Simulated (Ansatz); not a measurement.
## HgTe (Coloradoite): single point with PBE

The system is HgTe (Coloradoite).

```
Hg Te
1.0
     0.00000    3.21450    3.21450
     3.21450    0.00000    3.21450
     3.21450    3.21450    0.00000
Hg Te
1 1
Direct
  0.00000 0.00000 0.00000
  0.75000 0.75000 0.75000
```

```yaml
Program: Ansatz 0.2.0
Task: single point
Functional: PBE
Potentials_or_basis: Ansatz PAW
Cutoff: "420 eV (not typed: the program's choice for these potentials)"
k_mesh: 7 × 7 × 7
Occupations: gaussian, width 0.024 eV
Spin: no spin polarisation
```

```json
{
  "Pressure": "4.6 GPa",
  "Band gap on the k mesh": "none (metal or under the smearing width)"
}
```

Levels at points of the mesh, in eV from the Fermi level:
```csv
k point,band 16,band 17,band 18,band 19,band 20,band 21
"(0.00, 0.00, 0.00)",-0.69,-0.01,-0.01,-0.01,4.21,4.21
```

It took 3.1 s on 2 threads of Intel(R) Xeon(R) Processor @ 2.50GHz (Skylake/Cascade Lake) (shared host), peak memory 0.37 GiB.

The run has no spin-orbit coupling, so splittings on Hg, Te are missing.
